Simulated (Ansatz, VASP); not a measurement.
# Ge in VASP and in Ansatz

```
Ge
1.0
     1.41794   -2.54020    0.01812
     1.36616    2.51238    0.01962
     0.03644    0.00078    2.66457
Ge
1
Direct
  0.50000 0.50000 0.00000
```

This isn't the form of Ge at room conditions, which is diamond.

Alike in both runs: task single point; functional r2SCAN; k mesh 8 × 8 × 7; occupations methfessel-paxton of order 1, width 0.1 eV; no spin polarisation.

```csv
,VASP,Ansatz
version,VASP 6.6.1,Ansatz 0.2.0
potentials or method,"VASP PAW PBE potentials, release 64 (Ge_d)","plane waves, PAW"
plane-wave cutoff (eV),520,650
valence electrons in the cell,14,14
```

|  | VASP | Ansatz | Ansatz less VASP |
| --- | --- | --- | --- |
| pressure (GPa) | -0.5 | -0.2 | +0.28 |
| largest component of the traceless stress (GPa) | 1.89 | 1.91 | +0.019 |

Ansatz warned: «stress_scf_threshold_loose».

Caveats: the PAW data sets were made with another functional, which shifts forces and pressure a little (VASP).
